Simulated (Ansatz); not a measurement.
Relaxed CaF$_{2}$ (fluorite):

```
CELL_PARAMETERS angstrom
      0.00000     2.71957     2.71957
      2.71957     0.00000     2.71957
      2.71957     2.71957     0.00000
ATOMIC_POSITIONS crystal
  Ca 0.00000 0.00000 0.00000
  F  0.25000 0.25000 0.25000
  F  0.75000 0.75000 0.75000
```

In this cell atom 3 (F, nearest neighbour Ca at 2.355 Å; its periodic images, 3.8 Å or more away, move with it) is moved by s along Cartesian [111], unit vector (0.577, 0.577, 0.577); all other atoms and the cell stay fixed.

These are r2SCAN (plane waves to 500 eV, PAW, scalar-relativistic; Ansatz, an electronic-structure program) values and carry that method's errors. k mesh 9×9×9 (Γ-centred), Fermi-Dirac smearing 0.05 eV. Energies are smeared free energies. Compression counts positive. CaF2 was relaxed with its symmetry unable to fall. ΔE is measured from the undisplaced structure.

| s (Å) | P (GPa) | ΔE (meV/cell) |
|---|---|---|
| -0.240 | … | 118.2 |
| -0.192 | 0.89 | 78.5 |
| -0.144 | 0.53 | 45.8 |
| -0.096 | 0.25 | 21.2 |
| -0.048 | 0.07 | 5.5 |
| 0.000 | 0.00 | 0.0 |
| 0.048 | 0.07 | 6.0 |
| 0.096 | 0.30 | 25.1 |
| 0.144 | 0.71 | 59.3 |
| 0.192 | … | 110.9 |
| 0.240 | 2.19 | … |

Q: Some entries are withheld; supply them.

A: 
- -0.240, P (GPa): 1.32
- 0.192, P (GPa): 1.33
- 0.240, ΔE (meV/cell): 182.6

(A displaced cell: forces are minus the slopes of the energy, force constants its curvatures, and phonons follow from these.)
